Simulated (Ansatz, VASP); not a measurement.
Given: the input of a run of Ansatz 0.2.0 on ZnS (Wurtzite-2H).

The input input.yaml:

```yaml
crystal:
  lattice:
    - [3.7854220481, 0.0, 0.0]
    - [-1.8927110241, 3.2782716577, 0.0]
    - [0.0, 0.0, 6.1921598132]
  atoms:
    - { symbol: Zn, position: [0.6666666667, 0.3333333333, 0.5] }
    - { symbol: Zn, position: [0.3333333333, 0.6666666667, 0.0] }
    - { symbol: S, position: [0.6666666667, 0.3333333333, 0.885] }
    - { symbol: S, position: [0.3333333333, 0.6666666667, 0.385] }
kpoints:
  mp_grid: { grid: [8, 8, 5] }
scf:
  occupations: { method: fermi_dirac, width: 0.05 }
hamiltonian:
  xc: lda
  pseudopotentials: { kind: all_electron, lapw: { basis_error: 0.002 } }
output:
  forces: true
  stress: true
  eigenvalues: true
```

Potentials or basis: all-electron LAPW, scalar-relativistic.

Launch:

```sh
$ ansatz run input.yaml --threads 2 --pin off --max-ram 8192MiB --backend cpu --events-out ev --progress --plain --runs-dir out
```

Problem. Translate it to VASP 6.6.1. Potentials there: VASP PAW LDA potentials, release 64 (Zn, S).

Solution. As run (the cutoff follows the program's own potentials):

The input INCAR:

```
ALGO = Normal
EDIFF = 1E-6
ENCUT = 520
ISIF = 2
ISMEAR = -1
LASPH = True
LCHARG = True
LELF = True
LREAL = False
LVHAR = True
LWAVE = False
NBANDS = 26
NELM = 100
PREC = Accurate
SIGMA = 0.05
```

KPOINTS

```
k-points
0
Gamma
  8 8 5
```

File POSCAR:

```
ZnS
1.0
    3.7854220481      0.0000000000      0.0000000000
   -1.8927110241      3.2782716577      0.0000000000
    0.0000000000      0.0000000000      6.1921598132
Zn S
2 2
Direct
    0.6666666667      0.3333333333      0.5000000000
    0.3333333333      0.6666666667      0.0000000000
    0.6666666667      0.3333333333      0.8850000000
    0.3333333333      0.6666666667      0.3850000000
```

Potentials or basis: VASP PAW LDA potentials, release 64 (Zn, S).

Launch:

```sh
$ cat potpaw_LDA.64/Zn/POTCAR potpaw_LDA.64/S/POTCAR > POTCAR
$ mpirun -np 1 vasp_std > vasp.out
```

Both were run:

|  | VASP | Ansatz | Ansatz less VASP |
| --- | --- | --- | --- |
| gap on the k mesh at the Fermi level (eV) | 2.12 | 2.09 | -0.031 |
| least direct gap on the mesh (eV) | 2.12 | 2.09 | -0.031 |
| pressure (GPa) | -2.2 | -2.4 | -0.22 |
| largest component of the traceless stress (GPa) | 1.22 | 1.20 | -0.024 |
| rms of the force components (eV/Å) | 0.186 | 0.184 | -0.0017 |

Atom by atom the forces differ by 0.002 eV/Å (rms over components). Ansatz ran all-electron here, so the differences hold the error of VASP's frozen core and of both bases.
